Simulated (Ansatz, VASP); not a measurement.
## Pt in VASP and in Ansatz

```
Pt
1.0
     1.97862    1.97862    0.00000
    -1.97862    1.97862    0.00000
     0.00000    0.00000    3.86085
Pt
2
Direct
  0.00000 0.00000 0.00000
  0.50000 0.50000 0.50000
```

Change from the starting cell: biaxial strain in the a-b plane, c and atoms relaxed: +1.0 %.

Alike in both runs: functional PBEsol; k mesh 18 × 18 × 14; occupations gaussian, width 0.1 eV; no spin polarisation.

Ansatz relaxed the structure, and its values are those at the end. VASP's run is a single point on that final structure, the one shown.

|  | VASP | Ansatz |
| --- | --- | --- |
| version | VASP 6.6.1 | Ansatz 0.2.0 |
| potentials or method | VASP PAW PBE potentials, release 64 (Pt) | scalar-relativistic, plane waves, PAW |
| plane-wave cutoff (eV) | 520 | 420 |
| valence electrons in the cell | 20 | 36 |

|  | VASP | Ansatz | Ansatz less VASP |
| --- | --- | --- | --- |
| gap on the k mesh at the Fermi level (eV) | none | none | - |
| pressure (GPa) | -1.7 | -1.4 | +0.28 |

A gap of «none» marks a metal or a gap that the smearing closes. The two sets of potentials don't hold the same shells in valence.

Caveats: the PAW data sets were made with another functional, which shifts forces and pressure a little (VASP). The runs have no spin-orbit coupling, so splittings on Pt are missing.
